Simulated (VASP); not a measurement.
# Lu (P6_3/mmc) in VASP: single point with PBEsol

Aim: the single point of Lu with PBEsol.

All numbers are computed with VASP 6.6.1; they aren't measurements. Logs are shortened: lines on timing, memory, paths and dates and some standing lists are left out, and cuts for length are marked.

### 1 The structure

Symmetry: P6_3/mmc, No. 194, hexagonal system. Conventional cell: a = 3.450 Å, b = 3.450 Å, c = 5.356 Å, α = 90.00°, β = 90.00°, γ = 120.00°. Around Lu (site symmetry -6m2) lie 12 Lu at 3.34 to 3.45 Å.

### 2 Single point, PBEsol, non-collinear spin, zero start, spin-orbit coupling

Input file INCAR:

```
SYSTEM = Lu
PREC     = Accurate       ! precision mode
ENCUT    = 520            ! plane-wave cutoff, eV
EDIFF    = 1E-7           ! SCF threshold, eV
ISMEAR   = 0              ! smearing method
SIGMA    = 0.1            ! smearing width, eV
LREAL    = .False.        ! projectors in reciprocal space
LASPH    = .True.         ! aspherical terms in the spheres
NELM     = 80             ! most SCF steps
ALGO     = Normal         ! electronic algorithm
ISIF     = 2              ! what is computed and relaxed
LWAVE    = .False.        ! write WAVECAR
LCHARG   = .False.        ! write CHGCAR
MAGMOM   = 0 0 0 0 0 0    ! initial moments
LORBIT   = 11             ! projections on sites
LSORBIT  = .True.         ! spin-orbit coupling
GGA_COMPAT= .False.      
GGA      = PS             ! functional
NBANDS   = 62             ! bands
```

Input file KPOINTS:

```
regular mesh
0
Gamma
  15 15 8
  0 0 0
```

Input file POSCAR:

```
Lu
1.0
    3.4495800000      0.0000000000      0.0000000000
   -1.7247900000      2.9874300000      0.0000000000
    0.0000000000      0.0000000000      5.3562400000
Lu
2
Direct
    0.3333300000      0.6666700000      0.2500000000
    0.6666700000      0.3333300000      0.7500000000
```

Potentials or basis: VASP PAW PBE potentials, release 64 (Lu).

Launch:

```console
cat potpaw_PBE.64/Lu/POTCAR > POTCAR
mpirun -np 1 vasp_ncl > vasp.out
```

OUTCAR:

```text
SYSTEM = Lu
   PREC = Accurate
   ENCUT = 520
   EDIFF = 1E-7
   ISMEAR = 0
   LREAL = .False.
   LASPH = .True.
   NELM = 80
   ISIF = 2
   LORBIT = 11
   LSORBIT = .True.
   GGA = PS

 ion  position               nearest neighbor table
   1  0.333  0.667  0.250-   2 3.34   2 3.34   2 3.34   2 3.34   2 3.34   2 3.34
   2  0.667  0.333  0.750-   1 3.34   1 3.34   1 3.34   1 3.34   1 3.34   1 3.34

  LATTYP: Found a hexagonal cell.
 ALAT       =     3.4495800000
 C/A-ratio  =     1.5527223604

  Lattice vectors:

 A1 = (   3.4495800000,   0.0000000000,   0.0000000000)
 A2 = (  -1.7247900000,   2.9874300000,   0.0000000000)
 A3 = (   0.0000000000,   0.0000000000,   5.3562400000)

Analysis of symmetry for initial positions (statically):
=====================================================================
 Subroutine PRICEL returns:
 Original cell was already a primitive cell.

 Routine SETGRP: Setting up the symmetry group for a
 hexagonal supercell.

 Subroutine GETGRP returns: Found  8 space group operations
 (whereof  4 operations were pure point group operations)
 out of a pool of 24 trial point group operations.

The static configuration has the point symmetry C_2h.
 The point group associated with its full space group is D_2h.

Analysis of symmetry for dynamics (positions and initial velocities):
=====================================================================
 Subroutine PRICEL returns:
 Original cell was already a primitive cell.

 Routine SETGRP: Setting up the symmetry group for a
 hexagonal supercell.

 Subroutine GETGRP returns: Found  8 space group operations
 (whereof  4 operations were pure point group operations)
 out of a pool of 24 trial point group operations.

The dynamic configuration has the point symmetry C_2h.
 The point group associated with its full space group is D_2h.

Analysis of structural, dynamic, and magnetic symmetry:
=====================================================================
 Subroutine PRICEL returns:
 Original cell was already a primitive cell.

 Routine SETGRP: Setting up the symmetry group for a
 hexagonal supercell.

 Subroutine GETGRP returns: Found  8 space group operations
 (whereof  4 operations were pure point group operations)
 out of a pool of 24 trial point group operations.

The overall configuration has the point symmetry C_2h.
 The point group associated with its full space group is D_2h.

 Subroutine INISYM returns: Found  8 space group operations
 (whereof  4 operations are pure point group operations),
 and found     1 'primitive' translations

----------------------------------------------------------------------------------------

                                     Primitive cell

  volume of cell :      55.1981

  direct lattice vectors                    reciprocal lattice vectors
     3.449580000  0.000000000  0.000000000     0.289890363  0.167367938  0.000000000
    -1.724790000  2.987430000  0.000000000     0.000000000  0.334735877  0.000000000
     0.000000000  0.000000000  5.356240000     0.000000000  0.000000000  0.186698132

  length of vectors
     3.449580000  3.449585272  5.356240000     0.334736388  0.334735877  0.186698132

  position of ions in fractional coordinates (direct lattice)
     0.333330000  0.666670000  0.250000000
     0.666670000  0.333330000  0.750000000

  ion indices of the primitive-cell ions
   primitive index   ion index
                 1           1
                 2           2

----------------------------------------------------------------------------------------

[... 90 lines left out ...]
  volume/ion in A,a.u.               =      27.60       186.25
  Fermi-wavevector in a.u.,A,eV,Ry     =   1.584006  2.993337 34.138040  2.509075
  Thomas-Fermi vector in A             =   2.683690
   LORBIT       =     11    0 simple, 1 ext, 2 COOP (PROOUT), +10 PAW based schemes
   GGA     = PS    functional components
   LHFCALC =     F    Hartree Fock is set to
   AEXX    =    0.0000 exact exchange contribution
   IVDW    =     0    specifies the selected vdW correction
   LEPSILON=     F    determine dielectric tensor
   LRPA    =     F    only Hartree local field effects (RPA)
 Gauss-broadening in eV      SIGMA  =   0.10
  energy-cutoff  :      520.00
  volume of cell :       55.20
 maximum number of plane-waves:      3024
 NGX is ok and might be reduce to    28
   NGX = 13   NGY = 13   NGZ = 19

 number of electron      50.0000000 magnetization       0.0000000      0.0000000      0.0000000

 number of electron      50.0000022 magnetization      -0.0000000      0.0000000     -0.0000000

 number of electron      50.0000022 magnetization      -0.0000000      0.0000000      0.0000000

 number of electron      50.0000022 magnetization      -0.0000000     -0.0000000     -0.0000000

 Free energy of the ion-electron system (eV)
  ---------------------------------------------------
  ext. energy  EPLUGINS =         0.00000000
  ---------------------------------------------------
  free energy    TOTEN  =       -11.37131505 eV

  energy without entropy =      -11.35622178  energy(sigma->0) =      -11.36376842

 E-fermi :   2.2740     XC(G=0): -11.0424

 val. band max:        2.2680649407   @ k =  -0.2000   0.4000   0.2500
 cond. band min:       2.2987469779   @ k =  -0.4000   0.3333   0.1250
 fundamental gap:      0.0306820372
 Fermi energy:         2.2739703494

 k-point     1 :       0.0000    0.0000    0.0000
  band No.  band energies     occupation
      1     -53.8263      1.00000
      2     -53.8263      1.00000
      3     -53.7793      1.00000
      4     -53.7793      1.00000
      5     -28.7224      1.00000
      6     -28.7224      1.00000
[... 1549 lines left out ...]
     61       6.8093      0.00000
     62       6.8093      0.00000

 [... further k-points ...]

------------------------ aborting loop because EDIFF is reached ----------------------------------------

  FORCE on cell =-STRESS in cart. coord.  units (eV):
  Direction    XX          YY          ZZ          XY          YZ          ZX
  --------------------------------------------------------------------------------------
  -------------------------------------------------------------------------------------
  Total       -0.1725324     -0.1724941     -0.1459938      0.0000338      0.0000000      0.0000000
  in kB       -5.0079190     -5.0068065     -4.2376109      0.0009811      0.0000000      0.0000000
  external PRESSURE =      -4.7507788 kB  Pullay stress =       0.0000000 kB

 VOLUME and BASIS-vectors are now :
 -----------------------------------------------------------------------------
  energy-cutoff  :      520.00
  volume of cell :       55.20
      direct lattice vectors                 reciprocal lattice vectors
     3.449580000  0.000000000  0.000000000     0.289890363  0.167367938  0.000000000
    -1.724790000  2.987430000  0.000000000     0.000000000  0.334735877  0.000000000
     0.000000000  0.000000000  5.356240000     0.000000000  0.000000000  0.186698132

 POSITION                                       TOTAL-FORCE (eV/Angst)
 -----------------------------------------------------------------------------------
     -0.00002      1.99163      1.33906         0.000058     -0.000034     -0.000000
      1.72481      0.99580      4.01718        -0.000058      0.000034      0.000000
 -----------------------------------------------------------------------------------
    total drift:                                0.000000      0.000000      0.000000

  FREE ENERGIE OF THE ION-ELECTRON SYSTEM (eV)
  ---------------------------------------------------
  free  energy   TOTEN  =       -11.3713150512 eV

  energy  without entropy=      -11.3562217834  energy(sigma->0) =      -11.36376842

 Spin-Orbit-Coupling matrix elements

 Ion:    1  E_soc:     -1.4490565
 l=   1
     0.0000000    -0.2333190    -0.2328031
    -0.2333190     0.0000000    -0.2333189
    -0.2328031    -0.2333189     0.0000000
 l=   2
     0.0000000    -0.0003642     0.0000000    -0.0003642    -0.0016049
    -0.0003642     0.0000000    -0.0015059    -0.0004429    -0.0003642
     0.0000000    -0.0015059     0.0000000    -0.0015059     0.0000000
    -0.0003642    -0.0004429    -0.0015059     0.0000000    -0.0003642
    -0.0016049    -0.0003642     0.0000000    -0.0003642     0.0000000
 l=   3
     0.0000000    -0.0006511     0.0000000     0.0000000     0.0000000    -0.0006511    -0.0039390
    -0.0006511     0.0000000    -0.0011065     0.0000000    -0.0011065    -0.0017415    -0.0006575
     0.0000000    -0.0011065     0.0000000    -0.0027026    -0.0004420    -0.0011065     0.0000000
     0.0000000     0.0000000    -0.0027026     0.0000000    -0.0027026     0.0000000     0.0000000
     0.0000000    -0.0011065    -0.0004420    -0.0027026     0.0000000    -0.0011065     0.0000000
    -0.0006511    -0.0017415    -0.0011065     0.0000000    -0.0011065     0.0000000    -0.0006575
    -0.0039390    -0.0006575     0.0000000     0.0000000     0.0000000    -0.0006575     0.0000000

 Ion:    2  E_soc:     -1.4490565
 l=   1
     0.0000000    -0.2333190    -0.2328031
    -0.2333190     0.0000000    -0.2333189
    -0.2328031    -0.2333189     0.0000000
 l=   2
     0.0000000    -0.0003642     0.0000000    -0.0003642    -0.0016049
    -0.0003642     0.0000000    -0.0015059    -0.0004429    -0.0003642
     0.0000000    -0.0015059     0.0000000    -0.0015059     0.0000000
    -0.0003642    -0.0004429    -0.0015059     0.0000000    -0.0003642
    -0.0016049    -0.0003642     0.0000000    -0.0003642     0.0000000
 l=   3
     0.0000000    -0.0006511     0.0000000     0.0000000     0.0000000    -0.0006511    -0.0039390
    -0.0006511     0.0000000    -0.0011065     0.0000000    -0.0011065    -0.0017415    -0.0006575
     0.0000000    -0.0011065     0.0000000    -0.0027026    -0.0004420    -0.0011065     0.0000000
     0.0000000     0.0000000    -0.0027026     0.0000000    -0.0027026     0.0000000     0.0000000
     0.0000000    -0.0011065    -0.0004420    -0.0027026     0.0000000    -0.0011065     0.0000000
    -0.0006511    -0.0017415    -0.0011065     0.0000000    -0.0011065     0.0000000    -0.0006575
    -0.0039390    -0.0006575     0.0000000     0.0000000     0.0000000    -0.0006575     0.0000000

 total charge

# of ion       s       p       d       f       tot
--------------------------------------------------
    1        2.369   6.057   0.844  13.951  23.221
    2        2.369   6.057   0.844  13.951  23.221
--------------------------------------------------
tot          4.737  12.114   1.687  27.902  46.441

 magnetization (x)

# of ion       s       p       d       f       tot
--------------------------------------------------
    1        0.000   0.000   0.000   0.000   0.000
    2        0.000   0.000   0.000   0.000   0.000
--------------------------------------------------
tot          0.000   0.000   0.000   0.000   0.000

 magnetization (y)

# of ion       s       p       d       f       tot
--------------------------------------------------
    1        0.000   0.000   0.000   0.000   0.000
    2        0.000   0.000   0.000   0.000   0.000
--------------------------------------------------
tot          0.000   0.000   0.000   0.000   0.000

 magnetization (z)

# of ion       s       p       d       f       tot
--------------------------------------------------
    1        0.000   0.000   0.000   0.000   0.000
    2        0.000   0.000   0.000   0.000   0.000
--------------------------------------------------
tot          0.000   0.000   0.000   0.000   0.000
```

Run time: 27 min. Hardware: 1 thread of Intel Xeon 6975P-C (Granite Rapids), shared host; peak memory 1.4 GiB.

Results:

```
Free energy                                           : -11.3713 eV
Pressure                                              : -0.5 GPa
Net moment                                            : 0.00 μB per cell
Valence electrons inside the program's atomic spheres : Lu 23.22
```

Moments on the atoms (μB; x, y, z):
```
Lu  0.00 0.00 0.00
Lu  0.00 0.00 0.00
```

Caveat: the PAW data sets were made with another functional, which shifts forces and pressure a little.
